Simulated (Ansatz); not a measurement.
## Mg in Ansatz: the effect of functional

The system is Mg.

```
Mg
1.0
     3.05030    0.00000    0.00000
    -1.52515    2.64164    0.00000
     0.00000    0.00000    3.04484
Mg
1
Direct
  0.00000 0.00000 0.00000
```

This isn't the form of Mg at room conditions, which is hcp.

Alike in all runs:

```yaml
Program: Ansatz 0.2.0
Task: projected density of states
Potentials_or_basis: Ansatz PAW
k_mesh: 6 × 6 × 5
Occupations: fermi-dirac, width 0.05 eV
Spin: no spin polarisation
```

```tsv
functional	cutoff	pressure (GPa)
LDA	420 eV (not typed: the program's choice for these potentials)	?
PBEsol	420 eV (not typed: the program's choice for these potentials)	0.9
r2SCAN	500 eV (not typed: the program's choice for these potentials)	1.0
HSE06	420 eV (not typed: the program's choice for these potentials)	1.7
PBE0	420 eV (not typed: the program's choice for these potentials)	1.6
r2SCAN0	500 eV (not typed: the program's choice for these potentials)	1.2
```

Problem. What does the run with functional LDA give?

Solution. Pressure -0.2 GPa.

Caveats: all runs use coarse meshes; the PAW data sets come from PBE, with cores solved anew for the run's functional, which leaves a small shift of forces and pressure; the thresholds are loose for stress (some runs).
